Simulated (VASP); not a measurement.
Here is a VASP 6.6.1 calculation.

POSCAR

```
BaS
1.0
    3.8024492395     -0.0313090258     -0.0313090258
   -0.0313090258      3.8024492395     -0.0313090258
   -0.0313090258     -0.0313090258      3.8024492395
Ba S
1 1
Direct
    0.0000000000      0.0000000000      0.0000000000
    0.5000000000      0.5000000000      0.5000000000
```

INCAR.step1

```
PREC = Accurate
ENCUT = 520
ISMEAR = 0
SIGMA = 0.01
LREAL = False
LASPH = True
NELM = 100
NBANDS = 15
GGA = PE
ALGO = Normal
EDIFF = 1E-4
LWAVE = True
LCHARG = False
```

The input INCAR.step2:

```
PREC = Accurate
ENCUT = 520
EDIFF = 1E-6
ISMEAR = 0
SIGMA = 0.01
LREAL = False
LASPH = True
NELM = 100
ALGO = Normal
ISIF = 2
LWAVE = False
LCHARG = True
METAGGA = R2SCAN
LMIXTAU = True
LELF = True
LVHAR = True
NBANDS = 15
ISTART = 1
```

Contents of KPOINTS:

```
regular mesh
0
Gamma
  6 6 6
```

Potentials or basis: VASP PAW PBE potentials, release 64 (Ba_sv, S).

Run with:

```console
$ cat potpaw_PBE.64/Ba_sv/POTCAR potpaw_PBE.64/S/POTCAR > POTCAR
$ cp INCAR.step1 INCAR
$ mpirun -np 1 vasp_std > vasp.out
$ cp INCAR.step2 INCAR
$ mpirun -np 1 vasp_std > vasp.out
```

Q: What does it give for the pressure?

A: 2.4 GPa.

Q: What does it give for the band gap on the k mesh?

A: 1.77 eV, indirect (least direct gap 1.85 eV).

Stress tensor (GPa, compression positive):
```
2.43 0.35 0.35
0.35 2.43 0.35
0.35 0.35 2.43
```

Caveat: the PAW data sets were made with another functional, which shifts forces and pressure a little; spin-orbit coupling is left out, which moves the levels of the heavy elements. A k mesh can miss the band edges.
